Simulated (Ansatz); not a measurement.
Ge: ideal shear of a crystal plane

Computed with DFT PBEsol, scalar-relativistic, plane waves, PAW in Ansatz 0.2.0. Cutoff 420 eV, Γ-centred 22×16×4 k-points, Gaussian smearing of 0.15 eV. No spin polarisation. Energies are free energies at this smearing, counted from the undisturbed cell; pressure is positive in compression.

Zero of the scan (relaxed at this level; this form isn't the usual structure):

```
Ge
1.0
     0.00000    0.00000   -2.79332
    -2.56301   -2.56301   -1.39666
   -10.25205   10.25205    0.00000
Ge
8
Cartesian
  -1.9223 -0.6408 -2.0950
  -9.6113 7.0483 -0.6983
  -7.0483 4.4853 -2.0950
  -4.4853 1.9223 -0.6983
  -1.9223 1.9223 0.0000
  -9.6113 9.6113 -1.3967
  -7.0483 7.0483 0.0000
  -4.4853 4.4853 -1.3967
```

The cut lies on the cell's a–b face, a (-1 1 0) plane (indices in the standard cell, whose axes needn't be the Cartesian ones shown) of area 10.12 Å², between layers 1.81 Å apart. Vector c is tilted by f times 1·a + 0·b (length 2.793 Å) with the atoms' Cartesian places fixed: one unrelaxed fault a cell. The traction is dγ/du, the slope of γ against the slip u in Å. Some rows repeat others by symmetry and weren't run.

| f | γ (mJ/m²) | traction (GPa) |
| --- | --- | --- |
| 0.0000 | 0 | 0.0 |
| 0.1000 | 43 | 3.0 |
| 0.2000 | 154 | 4.7 |
| 0.3000 | 287 | 4.5 |
| 0.4000 | 389 | 2.6 |
| 0.5000 | 425 | 0.0 |
| 0.6000 | 389 | -2.6 |
| 0.7000 | 287 | -4.5 |
| 0.8000 | 154 | -4.7 |
| 0.9000 | 43 | -3.0 |

Question: Read off the first barrier and the stress needed to climb it, and compare with Frenkel's sinusoid.

Answer: The first sampled maximum lies at f = 0.500, a slip of 1.40 Å, with γ ≈ 425 mJ/m², which stands in for the unstable fault energy γ_us, and the steepest sampled slope before it is 4.7 GPa. A sinusoid γ = γ_us sin²(πu/λ) with its maximum there has λ = 2.79 Å and a largest slope πγ_us/λ = 4.8 GPa (1 mJ/m² per Å = 0.01 GPa).

Question: Is there a metastable fault on this line?

Answer: Apart from points where γ returns to about zero, no local minimum shows among the samples, so at this sampling the line offers no fault for a dislocation to split on; a fault can still lie off the line.

The cut is rigid; relaxing the faces lowers these energies and usually the stresses.

In a metal these slopes depend on the k mesh and the smearing.

Cost: 6 runs of about 12 core-minutes in all, on AMD EPYC 9R45 (Zen 5) (shared hosts).